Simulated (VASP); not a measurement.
BAs:

```
B As
1.0
     0.00000    2.38850    2.38850
     2.38850    0.00000    2.38850
     2.38850    2.38850    0.00000
B As
1 1
Direct
  0.00000 0.00000 0.00000
  0.25000 0.25000 0.25000
```

| Item | Value |
| --- | --- |
| Program | VASP 6.6.1 |
| Task | relaxation of cell and atoms |
| Functional | LDA |
| Potentials or basis | VASP PAW LDA potentials, release 64 (B, As) |
| Cutoff | 600 eV |
| k mesh | 10 × 10 × 10 |
| Occupations | gaussian, width 0.03 eV |
| Spin | no spin polarisation |

At the start: pressure -3.1 GPa; volume 13.63 Å³/atom.

Q: Where does the relaxation end?

A: Over 3 steps the energy falls by 2.9 meV/atom and the volume is 13.33 Å³/atom (-2.2 %); space group F-43m (No. 216, to 0.05 Å).

Step by step:
| step | energy change (eV) | largest force (eV/Å) | pressure (GPa) | volume (Å³) |
| --- | --- | --- | --- | --- |
| 1 | 0.0000 | 0.0000 | -3.09 | 27.25 |
| 2 | -0.0025 | 0.0000 | 2.51 | 26.23 |
| 3 | -0.0058 | 0.0000 | -0.01 | 26.66 |

Final structure:
```yaml
crystal:
  lattice:
    - [0.00000, 2.37115, 2.37115]
    - [2.37115, 0.00000, 2.37115]
    - [2.37115, 2.37115, 0.00000]
  atoms:
    - { symbol: B, position: [0.00000, 0.00000, 0.00000] }
    - { symbol: As, position: [0.25000, 0.25000, 0.25000] }
```
